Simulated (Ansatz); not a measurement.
# Ga2O3: the cost of one run

Computed with Ansatz 0.2.0 (DFT PBE, scalar-relativistic, plane waves, PAW, unless a step's input says otherwise).

### 1 The structure to begin with

It takes space group C2/m (No. 12, monoclinic). Conventional cell: a = 12.214 Å, b = 3.037 Å, c = 5.798 Å, α = 90.00°, β = 103.83°, γ = 90.00°. Ga (site symmetry m) has 4 O at 1.83 to 1.86 Å as nearest neighbours. Around Ga (site symmetry m) lie 6 O at 1.94 to 2.07 Å. O (site symmetry m) has 3 Ga at 1.83 to 1.94 Å as nearest neighbours. O (site symmetry m) is surrounded by 4 Ga at 1.86 to 2.07 Å.

Structure file:

```
Ga O
1.0
     6.10700   -1.51855    0.00000
     6.10700    1.51855    0.00000
    -1.38599    0.00000    5.63001
Ga O
4 6
Direct
  0.09050 0.09050 0.79460
  0.90950 0.90950 0.20540
  0.65866 0.65866 0.31402
  0.34134 0.34134 0.68598
  0.16450 0.16450 0.10980
  0.83550 0.83550 0.89020
  0.17330 0.17330 0.56320
  0.82670 0.82670 0.43680
  0.49590 0.49590 0.25660
  0.50410 0.50410 0.74340
```

The structure rests on an entry of the Crystallography Open Database; cell or positions may have been set otherwise for this series.

### 2 Phonons: Ga2O3, no spin

Contents of input.yaml:

```yaml
crystal:
  lattice:
    - [6.107, -1.51855, 0.0]
    - [6.107, 1.51855, 0.0]
    - [-1.3859888959, 0.0, 5.630008738]
  atoms:
    - { symbol: Ga, position: [0.0905, 0.0905, 0.7946] }
    - { symbol: Ga, position: [0.9095, 0.9095, 0.2054] }
    - { symbol: Ga, position: [0.65866, 0.65866, 0.31402] }
    - { symbol: Ga, position: [0.34134, 0.34134, 0.68598] }
    - { symbol: O, position: [0.1645, 0.1645, 0.1098] }
    - { symbol: O, position: [0.8355, 0.8355, 0.8902] }
    - { symbol: O, position: [0.1733, 0.1733, 0.5632] }
    - { symbol: O, position: [0.8267, 0.8267, 0.4368] }
    - { symbol: O, position: [0.4959, 0.4959, 0.2566] }
    - { symbol: O, position: [0.5041, 0.5041, 0.7434] }
scf:
  occupations: { method: fixed }
output:
  forces: true
  stress: true
  eigenvalues: true
kpoints:
  mp_grid: { grid: [5, 5, 5] }
hamiltonian:
  xc: pbe
phonons:
  method: dfpt
  dielectric: true
  rigid_motions: translations
```

The run is started by

```sh
$ ansatz run input.yaml --threads 8 --pin off --max-ram 40960MiB --backend cpu --events-out ev --progress --plain --runs-dir out
```

Q: Estimate wall time and peak memory on 8 threads of Intel Xeon 6975P-C (Granite Rapids), shared host.

About 1.7 min, with a peak of 2 GiB.
